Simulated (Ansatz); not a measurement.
Computed with DFT PBE, scalar-relativistic, plane waves, PAW (Ansatz). Settings: cutoff 420 eV, Γ-centred meshes spaced at most about 0.3 Å⁻¹, and about 0.25 Å⁻¹ or finer for metals (2π included), Gaussian smearing. No spin polarisation.

All energies are static (0 K, no zero-point motion).

**Question.** Order these relaxed structures of Cd2Se5 by energy, lowest first, with the energy over the lowest of them.
A.

```cif
data_structure
_symmetry_space_group_name_H-M 'P-3m1'
_symmetry_Int_Tables_number 164
_cell_length_a 4.2192
_cell_length_b 4.2192
_cell_length_c 13.0732
_cell_angle_alpha 90.000
_cell_angle_beta 90.000
_cell_angle_gamma 120.000
_cell_volume 201.54
loop_
_atom_site_label
_atom_site_type_symbol
_atom_site_symmetry_multiplicity
_atom_site_Wyckoff_symbol
_atom_site_fract_x
_atom_site_fract_y
_atom_site_fract_z
_atom_site_occupancy
Cd1 Cd 2 d 0.33333 0.66667 0.07885 1
Se1 Se 2 d 0.66667 0.33333 0.14898 1
Se2 Se 2 d 0.33333 0.66667 0.39582 1
Se3 Se 1 b 0.00000 0.00000 0.50000 1
```

B.

```cif
data_structure
_symmetry_space_group_name_H-M 'C2'
_symmetry_Int_Tables_number 5
_cell_length_a 7.6731
_cell_length_b 4.8461
_cell_length_c 11.2512
_cell_angle_alpha 90.000
_cell_angle_beta 93.004
_cell_angle_gamma 90.000
_cell_volume 417.80
loop_
_atom_site_label
_atom_site_type_symbol
_atom_site_symmetry_multiplicity
_atom_site_Wyckoff_symbol
_atom_site_fract_x
_atom_site_fract_y
_atom_site_fract_z
_atom_site_occupancy
Cd1 Cd 4 c 0.34115 0.11706 0.12648 1
Se1 Se 4 c 0.68790 0.11011 0.12999 1
Se2 Se 4 c 0.33757 0.91942 0.36816 1
Se3 Se 2 b 0.50000 0.20581 0.50000 1
```

**Answer.** B (0 meV/atom), A (46 meV/atom). Forms: B C2; A P-3m1. Counting Se atoms around Cd (those within 1.25 times the shortest such distance or 1.15 times the sum of covalent radii, 1.27 where that leaves under three; a plus sign parts nearer from farther groups): B has Cd 5; A has Cd 3+1. B holds Se–Se units of three or more atoms (shortest 2.34 Å); in A the shortest Se–Se distance is 2.79 Å, near bonding range too. Origin: A, invented; B, invented, then shaken at random and relaxed again.

No dispersion correction is applied, so the spacing and binding between layers, chains or molecules are poorly described (P-3m1), and this can change margins and order among such cells. Cells relaxed within their symmetry can be saddle points. Some types were kept out of the candidates beforehand, so the set may lack a known form.
